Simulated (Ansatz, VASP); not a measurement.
Two plane-wave programs on HfO2

```
CELL_PARAMETERS angstrom
0.00000 2.55750 2.55750
2.55750 0.00000 2.55750
2.55750 2.55750 0.00000
ATOMIC_POSITIONS crystal
Hf 0.00000 0.00000 0.88270
O 0.25000 0.25000 0.25000
O 0.75000 0.75000 0.75000
```

Alike in both runs: task single point; functional r2SCAN; k mesh 8 × 8 × 8; occupations gaussian, width 0.05 eV; no spin polarisation.

```csv
,VASP,Ansatz
version,VASP 6.6.1,Ansatz 0.2.0
potentials or method,"VASP PAW PBE potentials, release 64 (Hf_pv, O)","scalar-relativistic, plane waves, PAW"
plane-wave cutoff (eV),520,500
valence electrons in the cell,22,38
```

Ansatz gave:

| Property | Result |
| --- | --- |
| gap on the k mesh at the Fermi level (eV) | 3.80 |
| least direct gap on the mesh (eV) | 4.13 |
| pressure (GPa) | 12.1 |
| largest component of the traceless stress (GPa) | 13.91 |
| rms of the force components (eV/Å) | 2.141 |

Q: Estimate VASP's values.

A: gap on the k mesh at the Fermi level (eV): 3.76; least direct gap on the mesh (eV): 4.10; pressure (GPa): 9.1; largest component of the traceless stress (GPa): 13.92; rms of the force components (eV/Å): 2.116.

Atom by atom the forces differ by 0.025 eV/Å (rms over components). The functional is the same, so the differences come from potentials, cutoffs and numerics. The two sets of potentials don't hold the same shells in valence.

Caveats: the PAW data sets were made with another functional, which shifts forces and pressure a little (VASP); spin-orbit coupling is left out, which moves the levels of the heavy elements. A k mesh can miss the band edges.
